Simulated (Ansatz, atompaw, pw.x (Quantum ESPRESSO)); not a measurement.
# pw.x on sc N: one setting changed

Potential: PAW, atompaw 4.2.0.5, PBE; core [He], reference 2s2 2p3; waves: 2s (bound): rc 1.05 bohr; 2s channel at 0.8 Ry: rc 1.05 bohr; 2p (bound): rc 2.05 bohr; 2p channel at 0.45 Ry: rc 2.05 bohr; 3d channel at -0.1 Ry: rc 2.05 bohr; 3d channel at 1.15 Ry: rc 2.05 bohr; local part: ultrasoft scheme with l = 3 at 1 Ry, radius 1.40 bohr; core correction: smooth core density matched at 1.55 bohr; augmentation: sinc compensation charge, radius 1.65 bohr; PAW radius 2.05 bohr; waves and projectors: custom polynom gramschmidtortho.

The reference run (k-mesh 17³, cutoffs 60/600 Ry, Fermi–Dirac 0.01 Ry, mixing_beta 0.4, conv_thr 1e-9, no spin) gives -4.33 GPa at 6.670 Å³/atom, where all-electron LAPW gives -4.61 GPa. This run, with its own iteration cap, changes degauss to 0.005.

```
&control
  calculation='scf', prefix='x', pseudo_dir='./', outdir='./tmp', tstress=.true., disk_io='none'
/
&system
  ibrav=0, nat=1, ntyp=1, ecutwfc=60, ecutrho=600, nbnd=9,
  occupations='smearing', smearing='fd', degauss=0.005
/
&electrons
  conv_thr=1e-09, mixing_beta=0.4, electron_maxstep=60
/
ATOMIC_SPECIES
N 1.0 N.UPF
CELL_PARAMETERS angstrom
  1.88238568 0.00000000 0.00000000
  0.00000000 1.88238568 0.00000000
  0.00000000 0.00000000 1.88238568
ATOMIC_POSITIONS crystal
N 0.0000 0.0000 0.0000
K_POINTS automatic
17 17 17 0 0 0
```

```bash
pw.x < N.scf.in > N.scf.out
```

Task: How does the run end?

Result: It converges in 7 iterations; the free energy moves by +9.7 meV/atom and the pressure by +0.12 GPa. In a metal, with Fermi–Dirac smearing, F lies below its zero-width value by a term in the square of the width.

```
Message from routine setup:
     using ibrav=0 with symmetry is DISCOURAGED, use correct ibrav instead
     lattice parameter (alat)  =       3.5572  a.u.
     unit-cell volume          =      45.0114 (a.u.)^3
     number of electrons       =         5.00
     number of Kohn-Sham states=            9
     kinetic-energy cutoff     =      60.0000  Ry
     charge density cutoff     =     600.0000  Ry
     scf convergence threshold =      1.0E-09
     Exchange-correlation= SLA PW PBX PBC
     number of k points=   165  Fermi-Dirac smearing, width (Ry)=  0.0050
     iteration #  1     ecut=    60.00 Ry     beta= 0.40
     total energy              =     -27.98225706 Ry
     estimated scf accuracy    <       0.00189206 Ry
     iteration #  2     ecut=    60.00 Ry     beta= 0.40
     total energy              =     -27.98029933 Ry
     estimated scf accuracy    <       0.00080614 Ry
     iteration #  3     ecut=    60.00 Ry     beta= 0.40
     total energy              =     -27.98052779 Ry
     estimated scf accuracy    <       0.00008536 Ry
     iteration #  4     ecut=    60.00 Ry     beta= 0.40
     total energy              =     -27.98053640 Ry
     estimated scf accuracy    <       0.00000091 Ry
     iteration #  5     ecut=    60.00 Ry     beta= 0.40
     total energy              =     -27.98053593 Ry
     estimated scf accuracy    <       0.00000085 Ry
     iteration #  6     ecut=    60.00 Ry     beta= 0.40
     total energy              =     -27.98053611 Ry
     estimated scf accuracy    <          3.1E-09 Ry
     iteration #  7     ecut=    60.00 Ry     beta= 0.40
     the Fermi energy is    10.4739 ev
!    total energy              =     -27.98053611 Ry
     estimated scf accuracy    <          4.8E-10 Ry
     smearing contrib. (-TS)   =      -0.00055106 Ry
     convergence has been achieved in   7 iterations
          total   stress  (Ry/bohr**3)                   (kbar)     P=      -42.19
     Message from routine punch:
     Nothing written, as per user request (disk_io='none')
```

The run took about 5.7 s on one core of a shared server CPU.
